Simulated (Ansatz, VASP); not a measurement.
CaO: VASP beside Ansatz

Contents of POSCAR:

```
CaO
1.0
    0.0000000000      2.3974452313      2.3974452313
    2.3974452313      0.0000000000      2.3974452313
    2.3974452313      2.3974452313      0.0000000000
Ca O
1 1
Direct
    0.0000000000      0.0000000000      0.0000000000
    0.5000000000      0.5000000000      0.5000000000
```

Contents of INCAR.step1:

```
SYSTEM = CaO
PREC = Accurate
ENCUT = 520
ISMEAR = 0
SIGMA = 0.02
LREAL = .FALSE.
LASPH = .TRUE.
NELM = 80
NBANDS = 15
GGA = PE
ALGO = Normal
EDIFF = 1E-4
LWAVE = .TRUE.
LCHARG = .FALSE.
```

The input INCAR.step2:

```
SYSTEM = CaO
PREC = Accurate
ENCUT = 520
EDIFF = 1E-7
ISMEAR = 0
SIGMA = 0.02
LREAL = .FALSE.
LASPH = .TRUE.
NELM = 80
ALGO = Normal
ISIF = 2
LWAVE = .FALSE.
LCHARG = .TRUE.
METAGGA = R2SCAN
LMIXTAU = .TRUE.
LELF = .TRUE.
LVHAR = .TRUE.
NBANDS = 15
ISTART = 1
```

KPOINTS

```
regular mesh
0
G
  8 8 8
  0 0 0
```

Input for Ansatz:

```yaml
crystal:
  lattice:
    - [0.0, 2.397445229, 2.397445229]
    - [2.397445229, 0.0, 2.397445229]
    - [2.397445229, 2.397445229, 0.0]
  atoms:
    - { symbol: Ca, position: [0.0, 0.0, 0.0] }
    - { symbol: O, position: [0.5, 0.5, 0.5] }
basis:
  ecutwfc: 500
kpoints:
  mp_grid: { grid: [8, 8, 8] }
  band_path:
    path:
      - [[0.0, 0.0, 0.0], [0.5, 0.0, 0.5], [0.625, 0.25, 0.625]]
      - [[0.375, 0.375, 0.75], [0.0, 0.0, 0.0], [0.5, 0.5, 0.5], [0.5, 0.25, 0.75], [0.5, 0.0, 0.5]]
    npoints: 14
hamiltonian:
  xc: r2scan
scf:
  occupations: { method: gaussian, width: 0.02 }
  n_extra_bands: 6
output:
  forces: true
  stress: true
  eigenvalues: true
  populations: true
  dos: { projected: true, de: 0.02, nscf_kmesh: { grid: [12, 12, 12] } }
  bader: true
  write_density: true
  write_potential: true
  elf: true
  volumetric_format: npy
```

Alike in both runs: task single point; functional r2SCAN; k mesh 8 × 8 × 8; occupations gaussian, width 0.02 eV; no spin polarisation.

```csv
,VASP,Ansatz
version,VASP 6.6.1,Ansatz 0.2.0
potentials or method,"VASP PAW PBE potentials, release 64 (Ca_sv, O)","scalar-relativistic, plane waves, PAW"
plane-wave cutoff (eV),520,500
valence electrons in the cell,16,16
```

```tsv
	VASP	Ansatz	Ansatz less VASP
gap on the k mesh at the Fermi level (eV)	4.19	4.20	+0.012
least direct gap on the mesh (eV)	4.56	4.57	+0.015
pressure (GPa)	1.1	0.0	-1.08
```

With one functional, cell and mesh, what is left measures potentials, basis and numerics.

Caveats: the PAW data sets were made with another functional, which shifts forces and pressure a little (VASP). A k mesh can miss the band edges. r2SCAN opens gaps a little over a GGA but as a rule still falls short of measured ones.
